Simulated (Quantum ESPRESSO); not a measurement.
A calculation with Quantum ESPRESSO 7.5 of WS2 (Tungstenite) (ASE script, Cartesian positions):

run.py

```python
import numpy as np
from ase.calculators.espresso import Espresso, EspressoProfile
from ase.io import read

atoms = read('WS2.xyz')

input_data = {
    'control': {'calculation': 'scf', 'prefix': 'pwscf', 'outdir': './tmp', 'tprnfor': True, 'tstress': True, 'disk_io': 'nowf'},
    'system': {'ecutwfc': 55.0, 'ecutrho': 440.0, 'nbnd': 36, 'occupations': 'smearing', 'smearing': 'fd', 'degauss': 0.00367493},
    'electrons': {'conv_thr': 1.2e-09, 'electron_maxstep': 120, 'mixing_beta': 0.5},
}
pseudopotentials = {'W': 'W_pbe_v1.2.uspp.F.UPF', 'S': 's_pbe_v1.4.uspp.F.UPF'}
profile = EspressoProfile(command='pw.x', pseudo_dir='pseudo')
dft = Espresso(profile=profile, input_data=input_data, pseudopotentials=pseudopotentials, kpts=(10, 10, 3), koffset=(0, 0, 0))
atoms.calc = dft

print(f'energy {atoms.get_potential_energy():.8f} eV')
print('forces (eV/A)')
print(np.round(atoms.get_forces(), 6))
print('stress (eV/A^3, Voigt)')
print(np.round(atoms.get_stress(), 8))
print(f'Fermi level {dft.get_fermi_level():.4f} eV')
```

WS2.xyz

```xyz
6
Lattice="3.1800000000 0.0000000000 0.0000000000 -1.5900000000 2.7539607840 0.0000000000 0.0000000000 0.0000000000 12.5000000000" Properties=species:S:1:pos:R:3 pbc="T T T"
W      1.5900000002      0.9179869279      9.3750000000
W     -0.0000000002      1.8359738561      3.1250000000
S      1.5900000002      0.9179869279      4.6875000000
S     -0.0000000002      1.8359738561     10.9375000000
S      1.5900000002      0.9179869279      1.5625000000
S     -0.0000000002      1.8359738561      7.8125000000
```

Potentials or basis: SSSP 1.3 efficiency PBE.

Command:

```bash
$ OMP_NUM_THREADS=1 python run.py
```

**Question.** Write the same calculation in another form: native input, structure typed inline.

**Answer.** As run:

pw.in

```
&CONTROL
  calculation = 'scf'
  prefix = 'pwscf'
  outdir = './tmp'
  pseudo_dir = './pseudo'
  tprnfor = .true.
  tstress = .true.
  disk_io = 'nowf'
/
&SYSTEM
  ibrav = 0
  nat = 6
  ntyp = 2
  ecutwfc = 55
  ecutrho = 440
  nbnd = 36
  occupations = 'smearing'
  smearing = 'fd'
  degauss = 0.00367493
/
&ELECTRONS
  conv_thr = 1.2d-09
  electron_maxstep = 120
  mixing_beta = 0.5
/
ATOMIC_SPECIES
W    183.8400 W_pbe_v1.2.uspp.F.UPF
S     32.0600 s_pbe_v1.4.uspp.F.UPF
CELL_PARAMETERS angstrom
   3.1800000000    0.0000000000    0.0000000000
  -1.5900000000    2.7539607840    0.0000000000
   0.0000000000    0.0000000000   12.5000000000
ATOMIC_POSITIONS crystal
W      0.6666666667    0.3333333333    0.7500000000
W      0.3333333333    0.6666666667    0.2500000000
S      0.6666666667    0.3333333333    0.3750000000
S      0.3333333333    0.6666666667    0.8750000000
S      0.6666666667    0.3333333333    0.1250000000
S      0.3333333333    0.6666666667    0.6250000000
K_POINTS automatic
10 10 3 0 0 0
```

Potentials or basis: SSSP 1.3 efficiency PBE.

Command:

```console
$ OMP_NUM_THREADS=1 pw.x -in pw.in > pw.out
```

Both were run:

|  | ASE script, Cartesian positions | native input, structure typed inline |
| --- | --- | --- |
| Pressure | 2.5 GPa | 2.5 GPa |
| Largest force | 0.160 eV/Å | 0.160 eV/Å |
| Band gap on the k mesh | 1.12 eV, indirect (least direct gap 2.08 eV) | 1.12 eV, indirect (least direct gap 2.08 eV) |

Keys that steer only the numerical path or the files written may differ.

Caveat: spin-orbit coupling is left out, which moves the levels of the heavy elements; an odd mesh through Γ misses points on the zone boundary, where band edges often lie; this functional lacks dispersion, which binds the layers, so the pressure and a relaxed spacing across them are unreliable.
